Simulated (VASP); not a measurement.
A run of VASP 6.6.1 is set up as follows.

INCAR

```
  ALGO = Fast
  EDIFF = 1E-6
  ENCUT = 520
  GGA = PS
  ISIF = 2
  ISMEAR = 0
  LASPH = True
  LCHARG = True
  LELF = True
  LREAL = False
  LVHAR = True
  LWAVE = False
  NBANDS = 8
  NELM = 80
  PREC = Accurate
  SIGMA = 0.1
```

KPOINTS

```
k-points
0
Gamma
  8 8 8
```

The input POSCAR:

```
C
1.0
    0.0000000000      1.8178945984      1.8178945984
    1.8178945984      0.0000000000      1.8178945984
    1.8178945984      1.8178945984      0.0000000000
C
1
Direct
    0.0000000000      0.0000000000      0.0000000000
```

Potentials or basis: VASP PAW PBE potentials, release 64 (C).

Run with:

```bash
$ cat potpaw_PBE.64/C/POTCAR > POTCAR
$ mpirun -np 1 vasp_std > vasp.out
```

**Question.** Predict the pressure.

**Answer.** -33.0 GPa.

**Question.** What does it give for the band gap on the k mesh?

**Answer.** None (metal or under the smearing width).

Caveat: the k mesh is coarse (spacing up to 0.37 Å⁻¹), so the values aren't converged; the cell as given lies far from equilibrium; so large a pressure means that the cell lies far from this level's equilibrium, or that cutoff or potentials fall short; the potentials were made for another functional, which shifts forces and pressure.
